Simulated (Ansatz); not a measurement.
## A worked fit of the energy against the mesh, with one run withheld: ZnTe (R3m, 2 atoms in the cell)

```xyz
2
Lattice="0.0000 3.0408 3.0408 3.0408 0.0000 3.0408 3.0408 3.0408 0.0000" Properties=species:S:1:pos:R:3 pbc="T T T"
Zn     0.0289     0.0289     0.0289
Te     1.5204     1.5204     1.5204
```

Method of the run: PBE, PAW files (plane waves; Ansatz, an electronic-structure program).

Base settings: basis.ecutwfc = 420 eV; kpoints.mp_grid.grid = 7 7 7; hamiltonian.xc = pbe; hamiltonian.pseudopotentials = {kind: paw} (the program's default PAW files); scf.occupations.method = fermi_dirac; scf.occupations.width = 0.05 eV.

The last step of the ladder, which sets the zero, is kpoints.mp_grid.grid = 20 20 20.

The starting cell has typed, rounded lattice constants, without a prior relaxation at this level. Its lattice was rescaled by up to half a per cent. One atom was moved a little off its site on purpose.

The meshes are centred on Γ.

In a gapped crystal the sum over the mesh converges exponentially with the size of the supercell that the mesh stands for: ln(ΔF) = a + b·N.

| kpoints.mp_grid.grid | divisions along the first axis | F less the last step's (meV/atom) | ln of it |
|---|---|---|---|
| 3 3 3 | 3 | 169.55 | 5.133 |
| 4 4 4 | 4 | ? | ? |
| 5 5 5 | 5 | 13.50 | 2.603 |
| 6 6 6 | 6 | 4.55 | 1.515 |
| 7 7 7 | 7 | 1.66 | 0.507 |

Problem. Fit the line to the 4 rows given and predict the withheld one.

Solution. Means: x̄ = 5.2500, ȳ = 2.4395. Σ(x − x̄)(y − ȳ) = -10.18 and Σ(x − x̄)² = 8.750, so b = -1.163 and a = ȳ − b·x̄ = 8.5452; each further division cuts the miss by a factor of 3.2. The largest residual of the fitted rows is 0.13. At x = 4 the line gives 3.893, that is 49.1 meV/atom. The run gave 44.59 meV/atom, a miss of 4.51 meV/atom (10 %). The table is a window of a longer ladder. The rows were chosen because the form fits them, the withheld one included, so this shows the method and is no test of the form.

Left out of this page: 10 runs of the series outside the window shown, repeating another row's setting, or not comparable.

Keys are those of Ansatz 0.2.
